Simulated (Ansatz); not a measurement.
input.yaml

```yaml
crystal:
  lattice:
    - [0.0, 1.910792592, 1.910792592]
    - [1.910792592, 0.0, 1.910792592]
    - [1.910792592, 1.910792592, 0.0]
  atoms:
    - { symbol: Ir, position: [0.0, 0.0, 0.0] }
basis:
  ecutwfc: 500
kpoints:
  mp_grid: { grid: [18, 18, 18] }
hamiltonian:
  xc: r2scan
scf:
  occupations: { method: gaussian, width: 0.1 }
output:
  forces: true
  stress: true
  eigenvalues: true
  populations: true
```

Command:
```bash
ansatz run input.yaml --threads 1 --pin off --max-ram 1331MiB --backend cpu --events-out ev --progress --plain --runs-dir out
```

Method: DFT r2SCAN, scalar-relativistic, plane waves, PAW (Ansatz).

From the run's log, abridged (iterations and final results):

```
SCF iter   1: F=—  HF=-11948.693639 eV  |F-HF|=—  |Δ(HF+E_count)|=         —  Δρ=1.12e-2  dr2=8.01e-3  dr2_τ=3.99e-2  ethr=1.77e-3  ⟨swp⟩=5.0  Hψ=14600  notcnv=0
SCF iter   2: F=—  HF=-11948.721276 eV  |F-HF|=—  |Δ(HF+E_count)|=   2.76e-2  Δρ=5.17e-3  dr2=8.63e-4  dr2_τ=4.59e-4  ethr=4.71e-5  ⟨swp⟩=2.0  Hψ=5758  notcnv=0  defer=85
SCF iter   3: F=—  HF=-11948.721933 eV  |F-HF|=—  |Δ(HF+E_count)|=   6.56e-4  Δρ=1.63e-3  dr2=8.16e-5  dr2_τ=2.64e-5  ethr=5.08e-6  ⟨swp⟩=2.0  Hψ=3198  notcnv=0  defer=85
SCF iter   4: F=—  HF=-11948.722011 eV  |F-HF|=—  |Δ(HF+E_count)|=   7.86e-5  Δρ=1.30e-4  dr2=8.58e-7  dr2_τ=1.03e-7  ethr=4.80e-7  ⟨swp⟩=2.4  Hψ=3637  notcnv=0  defer=85
SCF iter   5: F=-11948.722012 eV  HF=-11948.722012 eV  |F-HF|=6.46e-10  |Δ(HF+E_count)|=   7.47e-7  Δρ=3.30e-5  dr2=9.12e-8  dr2_τ=1.33e-8  ethr=5.05e-9  ⟨swp⟩=2.0  Hψ=3745  notcnv=0  defer=85
SCF iter   6: F=-11948.722012 eV  HF=-11948.722012 eV  |F-HF|=5.98e-10  |Δ(HF+E_count)|=   3.12e-8  Δρ=1.02e-5  dr2=9.72e-9  dr2_τ=8.72e-10  ethr=5.36e-10  ⟨swp⟩=3.7  Hψ=9432  notcnv=0
SCF 1 converged in 6 iterations: F = -11948.722012 eV  dr2 = 9.72e-9
SCF converged after 6 iterations
Free energy (F): -11948.722012 eV
Harris-Foulkes:  -11948.722012 eV  (|F-HF|=5.98e-10)
Internal energy: -11948.717282 eV  (E = F + TS)
E sigma→0 (E₀):  -11948.719647 eV
Entropy (-TS):   -0.004730 eV (-4.730 meV/atom)
Fermi energy:    26.076272 eV
--- Per-component energies (eV) ---
  E_band       = -94.126301
  E_kinetic    = 624.354676
  E_local      = -1050.290095  (includes V_loc(G=0)·N_el)
  E_nonlocal   = 73.984561
  E_hartree    = 405.479651
  E_xc         = -255.811298
  E_vxc        = -334.068357  (∫ρ·V_xc dr)
  E_paw        = -9249.785685  (= ΣΔE_a)
  E_vpaw       = -239.790140  (= ΣTr[D̂ρ^β])
  E_aug_tail   = -0.000005  (compensation charges beyond the density's cutoff)
  E_vtau       = 20.727051  (kinetic-family band-sum trace: ∫τ·v_τ [+ j·A + Jᵃ·Aᵃ] dr)
  E_ewald      = -2496.332194
  E_core_change = -0.316894  (= ΣΔE_core)
  E_smearing   = -0.004730  (= −TS)
--- Forces (eV/Å), atoms counted from 1 ---
  atom   1  Ir     0.00000000     0.00000000     0.00000000
--- Stress (GPa, compression-positive) ---
        6.978898       0.000000       0.000000
        0.000000       6.978898       0.000000
        0.000000       0.000000       6.978898
  P = ⅓ Tr σ = 6.9789 GPa (69.789 kbar)
--- Band table (eV; the first three rows and the last of 195) ---
  k-point 0: bands = ["-68.9541", "-24.7681", "-24.7681", "-24.7681", "14.3704", "21.9412", "21.9412", "21.9412", "24.7179", "24.7179", "40.2414", "46.1161", "46.1161"]
  k-point 1: bands = ["-68.9517", "-24.7961", "-24.7719", "-24.7719", "14.5174", "21.8608", "22.0047", "22.0047", "24.6757", "24.6757", "40.4962", "45.4686", "46.3592"]
  k-point 2: bands = ["-68.9448", "-24.8765", "-24.7828", "-24.7828", "14.9424", "21.6551", "22.1703", "22.1703", "24.5845", "24.5845", "41.1971", "44.1170", "47.0690"]
  k-point 194: bands = ["-68.8473", "-25.4011", "-25.3123", "-25.1063", "19.3249", "20.3410", "21.4657", "24.1927", "27.6611", "34.8354", "34.8693", "36.2246", "40.1135"]
--- Löwdin populations: 1 site ---
  site symbol q [e]
     0     Ir     16.8077
  spilling = 0.011312 (of n_electrons = 17.000000)
```

The calculation finished and met its thresholds.

Spin–orbit coupling is left out, which can shift energies with elements as heavy as these.